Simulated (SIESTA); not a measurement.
InP:

```
In P
1.0
     0.00000    2.93050    2.93050
     2.93050    0.00000    2.93050
     2.93050    2.93050    0.00000
In P
1 1
Cartesian
  0.0000 0.0000 0.0000
  4.3957 4.3957 4.3957
```

Base run:

- Program: SIESTA 5.4.2
- Functional: AM05
- Potentials or basis: PseudoDojo 0.4 standard (PBEsol files)
- Basis: DZP (energy shift 0.003 Ry; two zetas on semicore shells)
- Grid cutoff: 500 Ry
- Energy shift: 0.003 Ry
- k mesh: 8 × 8 × 8
- Occupations: fermi-dirac, width 0.05 eV
- Spin: no spin polarisation

Its results: band gap on the k mesh 0.83 eV, direct; pressure 1.1 GPa.

Question: The run is repeated on the same cell with these changes: functional from AM05 to PBEsol. What comes out?

Answer: Band gap on the k mesh 0.77 eV, direct; pressure 1.0 GPa.

Caveats: spin-orbit coupling is left out, which moves the levels of the heavy elements; the basis of atomic orbitals isn't converged, which shifts pressures, moduli and gaps; the potentials were made for another functional, which shifts forces and pressure (some runs).

Not every run made on this cell is shown here.
